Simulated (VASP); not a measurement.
# Si (P6_3/mmc) in VASP: notebook, part 2 of 2

VASP 6.6.1.

## (3) Relaxation of cell and atoms, PBEsol

Contents of INCAR:

```
PREC = Accurate ; ENCUT = 600
EDIFF = 1E-6 ; ISMEAR = 0
SIGMA = 0.1 ; LREAL = False
LASPH = True ; NELM = 100
ALGO = Fast ; ISIF = 3
LWAVE = False ; LCHARG = False
GGA = PS ; IBRION = 2
NSW = 70 ; EDIFFG = -0.005
```

Contents of KPOINTS:

```
Automatic mesh
0
Gamma
  18 18 10
```

Contents of POSCAR:

```
Si
1.0
    2.6369973686      0.0000000000      0.0000000000
   -1.3184986843      2.2837067109      0.0000000000
    0.0000000000      0.0000000000      4.5089914132
Si
2
Direct
    0.3333333333      0.6666666667      0.2500000000
    0.6666666667      0.3333333333      0.7500000000
```

Potentials or basis: VASP PAW PBE potentials, release 64 (Si).

Run with:

```
cat potpaw_PBE.64/Si/POTCAR > POTCAR
mpirun -np 1 vasp_std > vasp.out
```

OUTCAR:

```text
PREC = Accurate
   ENCUT = 600
   EDIFF = 1E-6
   ISMEAR = 0
   LREAL = False
   LASPH = True
   NELM = 100
   ISIF = 3
   GGA = PS
   IBRION = 2
   NSW = 70
   EDIFFG = -0.005

 ion  position               nearest neighbor table
   1  0.333  0.667  0.250-   2 2.72   2 2.72   2 2.72   2 2.72   2 2.72   2 2.72
   2  0.667  0.333  0.750-   1 2.72   1 2.72   1 2.72   1 2.72   1 2.72   1 2.72

  LATTYP: Found a hexagonal cell.
 ALAT       =     2.6369973686
 C/A-ratio  =     1.7098960609

  Lattice vectors:

 A1 = (   2.6369973686,   0.0000000000,   0.0000000000)
 A2 = (  -1.3184986843,   2.2837067109,   0.0000000000)
 A3 = (   0.0000000000,   0.0000000000,   4.5089914132)

Analysis of symmetry for initial positions (statically):
=====================================================================
 Subroutine PRICEL returns:
 Original cell was already a primitive cell.

 Routine SETGRP: Setting up the symmetry group for a
 hexagonal supercell.

 Subroutine GETGRP returns: Found 24 space group operations
 (whereof 12 operations were pure point group operations)
 out of a pool of 24 trial point group operations.

The static configuration has the point symmetry D_3d.
 The point group associated with its full space group is D_6h.

Analysis of symmetry for dynamics (positions and initial velocities):
=====================================================================
 Subroutine PRICEL returns:
 Original cell was already a primitive cell.

 Routine SETGRP: Setting up the symmetry group for a
 hexagonal supercell.

 Subroutine GETGRP returns: Found 24 space group operations
 (whereof 12 operations were pure point group operations)
 out of a pool of 24 trial point group operations.

The dynamic configuration has the point symmetry D_3d.
 The point group associated with its full space group is D_6h.

 Subroutine INISYM returns: Found 24 space group operations
[... 135 lines left out ...]
 NGX is ok and might be reduce to    24
   NGX = 11   NGY = 11   NGZ = 19

--------------------------------------- Ionic step        1  -------------------------------------------

 number of electron       8.0000001 magnetization

 Free energy of the ion-electron system (eV)
  ---------------------------------------------------
  ext. energy  EPLUGINS =         0.00000000
  ---------------------------------------------------
  free energy    TOTEN  =       -10.74239023 eV

  energy without entropy =      -10.73879732  energy(sigma->0) =      -10.74059378

------------------------ aborting loop because EDIFF is reached ----------------------------------------

  FORCE on cell =-STRESS in cart. coord.  units (eV):
  Direction    XX          YY          ZZ          XY          YZ          ZX
  --------------------------------------------------------------------------------------
  -------------------------------------------------------------------------------------
  Total        0.5409160      0.5409160      0.5058505      0.0000000     -0.0000000      0.0000000
  in kB       31.9161835     31.9161835     29.8471824      0.0000000     -0.0000000      0.0000000
  external PRESSURE =      31.2265165 kB  Pullay stress =       0.0000000 kB
[... 59 lines left out ...]
--------------------------------------- Ionic step        3  -------------------------------------------

 number of electron       8.0000001 magnetization

 Free energy of the ion-electron system (eV)
  ---------------------------------------------------
  ext. energy  EPLUGINS =         0.00000000
  ---------------------------------------------------
  free energy    TOTEN  =       -10.75034087 eV

  energy without entropy =      -10.74678058  energy(sigma->0) =      -10.74856073

 E-fermi :  10.5528     XC(G=0): -11.3790

 val. band max:       10.5483545621   @ k =   0.2778   0.0000   0.4000
 cond. band min:      10.5778858953   @ k =   0.2222   0.1667   0.0000
 fundamental gap:      0.0295313332
 Fermi energy:        10.5528361873

 k-point     1 :       0.0000    0.0000    0.0000
  band No.  band energies     occupation
      1      -4.2033      2.00000
      2       2.2207      2.00000
      3       3.1930      2.00000
      4      19.7361      0.00000
      5      19.7361      0.00000
      6      20.9780      0.00000
      7      20.9780      0.00000
      8      21.0379      0.00000
[... 243 lines left out ...]
 k-point    24 :       0.3889    0.1111    0.0000
  band No.  band energies     occupation
      1       1.3516      2.00000
      2       4.3258      2.00000
      3       7.6681      2.00000
      4       8.3901      2.00000
      5      10.4834      1.67415
      6      11.5223      0.00000
      7      11.6045      0.00000
      8      17.1403      0.00000

 [... further k-points ...]

------------------------ aborting loop because EDIFF is reached ----------------------------------------

  FORCE on cell =-STRESS in cart. coord.  units (eV):
  Direction    XX          YY          ZZ          XY          YZ          ZX
  --------------------------------------------------------------------------------------
  -------------------------------------------------------------------------------------
  Total       -0.0024011     -0.0024011      0.0010576      0.0000000     -0.0000000      0.0000000
  in kB       -0.1374376     -0.1374376      0.0605365      0.0000000     -0.0000000      0.0000000
  external PRESSURE =      -0.0714462 kB  Pullay stress =       0.0000000 kB
[... 17 lines left out ...]
  FREE ENERGIE OF THE ION-ELECTRON SYSTEM (eV)
  ---------------------------------------------------
  free  energy   TOTEN  =       -10.7503408723 eV

  energy  without entropy=      -10.7467805823  energy(sigma->0) =      -10.74856073

 reached required accuracy - stopping structural energy minimisation
```

OSZICAR:

```text
N       E                     dE             d eps       ncg     rms          rms(c)
DAV:   1     0.657935287314E+01    0.65794E+01   -0.39227E+03  3552   0.951E+02
DAV:   2    -0.106077028401E+02   -0.17187E+02   -0.16633E+02  5304   0.848E+01
[... 18 lines left out ...]
   2 F= -.10749849E+02 E0= -.10748065E+02  d E =-.745837E-02
       N       E                     dE             d eps       ncg     rms          rms(c)
DAV:   1    -0.107505853013E+02   -0.73645E-03   -0.13276E-02  4624   0.658E-01    0.114E-01
RMM:   2    -0.107504265727E+02    0.15873E-03   -0.76874E-05  3552   0.777E-02    0.623E-02
RMM:   3    -0.107503403965E+02    0.86176E-04   -0.82717E-05  3552   0.646E-02    0.116E-02
RMM:   4    -0.107503408723E+02   -0.47588E-06   -0.37350E-06  3529   0.202E-02
   3 F= -.10750341E+02 E0= -.10748561E+02  d E =-.795064E-02
```

Wall time 53 s (1 thread of Intel Xeon Platinum 8259CL at 2.50GHz (Skylake/Cascade Lake), shared host); peak memory 0.19 GiB.

Results:

* Free energy: -10.7503 eV
* Relaxed volume: 14.00 Å³/atom
* Relaxed cell: a = 2.664 Å, b = 2.664 Å, c = 4.553 Å, α = 90.00°, β = 90.00°, γ = 120.00°
* Space group after relaxing (to 0.05 Å): P6_3/mmc (No. 194)
* Energy gained by relaxing: 4.0 meV/atom
* Ionic steps: 3
* Pressure after relaxing: 0.0 GPa
* Band gap on the k mesh: none (metal or under the smearing width)

Step by step:
```tsv
step	energy change (eV)	largest force (eV/Å)	pressure (GPa)	volume (Å³)
1	0.0000	0.0000	3.12	27.15
2	-0.0075	0.0000	-0.73	28.21
3	-0.0080	0.0000	-0.01	27.99
```

Final structure:
```cif
data_structure
_symmetry_space_group_name_H-M 'P 1'
_symmetry_Int_Tables_number 1
_cell_length_a 2.6644
_cell_length_b 2.6644
_cell_length_c 4.5528
_cell_angle_alpha 90.000
_cell_angle_beta 90.000
_cell_angle_gamma 120.000
_cell_volume 27.99
loop_
_atom_site_label
_atom_site_type_symbol
_atom_site_fract_x
_atom_site_fract_y
_atom_site_fract_z
_atom_site_occupancy
Si1 Si 0.33333 0.66667 0.25000 1
Si2 Si 0.66667 0.33333 0.75000 1
```

Levels at points of the mesh, in eV from the Fermi level:
```tsv
k point	band 1	band 2	band 3	band 4	band 5	band 6	band 7	band 8
(0.00, 0.00, 0.00)	-14.76	-8.33	-7.36	9.18	9.18	10.43	10.43	10.49
(0.50, 0.00, 0.00)	-8.30	-7.76	-1.99	-1.62	-1.54	-0.08	3.88	6.03
(0.00, 0.00, 0.50)	-13.02	-13.02	0.45	0.45	10.51	10.51	10.51	10.51
(0.50, 0.00, 0.50)	-6.63	-6.63	-6.06	-6.06	5.38	5.38	5.73	5.73
```

Caveat: the PAW data sets were made with another functional, which shifts forces and pressure a little.
